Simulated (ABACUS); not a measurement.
# I under changes of volume

One of the cells (40.553 Å³/atom); the others are scaled copies at fixed shape and fractional positions:

```xyz
1
Lattice="0.0000 2.3656 3.9098 2.1922 0.0000 3.9098 2.1922 2.3656 0.0000" Properties=species:S:1:pos:R:3 pbc="T T T"
I     0.0000    0.0000    0.0000
```

| Item | Value |
| --- | --- |
| Program | ABACUS 3.10.1 |
| Functional | PBEsol |
| Potentials or basis | PseudoDojo NC SR 0.5 PBE standard |
| Cutoff | 1361 eV |
| Density cutoff | 5442 eV |
| Basis | DZP LCAO (the cutoffs set its grid) |
| k mesh | 8 × 8 × 8 |
| Occupations | fermi-dirac, width 0.05 eV |
| Spin | no spin polarisation |

```tsv
volume (Å³/atom)	energy over the lowest point (meV/atom)	pressure (GPa)
38.120	10.01	1.7
38.931	3.32	1.0
39.742	0.12	0.3
40.553	0.00	-0.2
41.364	?	?
42.175	7.58	-1.2
42.986	14.67	-1.6
```

Question: What does the run at 41.364 Å³/atom give?

Answer: Energy over the lowest point 2.59 meV/atom; pressure -0.7 GPa.

Worked out: A Birch-Murnaghan fit of order 3 (a polynomial in V^(-2/3)) to the other rows has its minimum at 40.18 Å³/atom with B0 = V·E''(V) = 28 GPa and B' = 5.3 at fixed shape and positions, which overstates the stiffness. It gives 2.59 meV/atom at 41.364 Å³/atom, against the run's 2.59, and -dE/dV = -0.8 GPa, against -0.7.

Energies are extrapolated to zero smearing.

Caveats: the atomic orbitals were generated for these runs and aren't a published set; the potentials were made for another functional, which shifts forces and pressure; the basis of atomic orbitals isn't converged, which shifts pressures, moduli and gaps; an odd number of electrons without spin polarisation forces a metal; a magnetic or distorted state may lie lower.
